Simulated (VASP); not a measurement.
**Te: single point with PBE**

Te:

```
CELL_PARAMETERS angstrom
2.33617 1.34879 1.77611
-2.33617 1.34879 1.77611
0.00000 -2.69757 1.77611
ATOMIC_POSITIONS crystal
Te 0.50000 0.50000 0.50000
```

This isn't the form of Te at room conditions, which is trigonal, of chains.

The cell isn't the ideal one: volume 33.579 Å^3 an atom, c/a of the conventional cell 1.1404.

- Program: VASP 6.6.1
- Task: single point
- Functional: PBE
- Potentials or basis: VASP PAW PBE potentials, release 64 (Te)
- Cutoff: 520 eV
- k mesh: 15 × 15 × 15
- Occupations: gaussian, width 0.15 eV
- Spin: no spin polarisation
- Dipole correction: no
- Further INCAR settings: ALGO = Normal; EDIFF = 1e-06; NBANDS = 9

```json
{
  "Pressure": "-1.4 GPa",
  "Band gap on the k mesh": "none (metal or under the smearing width)"
}
```

Stress tensor (GPa, compression positive):
```
-1.62  0.00  0.00
 0.00 -1.62  0.00
 0.00  0.00 -1.02
```

Levels at points of the mesh, in eV from the Fermi level:
| k point | band 1 | band 2 | band 3 | band 4 | band 5 | band 6 | band 7 |
| --- | --- | --- | --- | --- | --- | --- | --- |
| (0.00, 0.00, 0.00) | -13.37 | 1.00 | 1.30 | 1.30 | 6.14 | 6.14 | 6.43 |

Run time: 26 s on 1 thread of Intel(R) Xeon(R) Platinum 8488C (Sapphire Rapids) (shared host), peak memory 0.21 GiB.

The run has no spin-orbit coupling, so splittings on Te are missing.
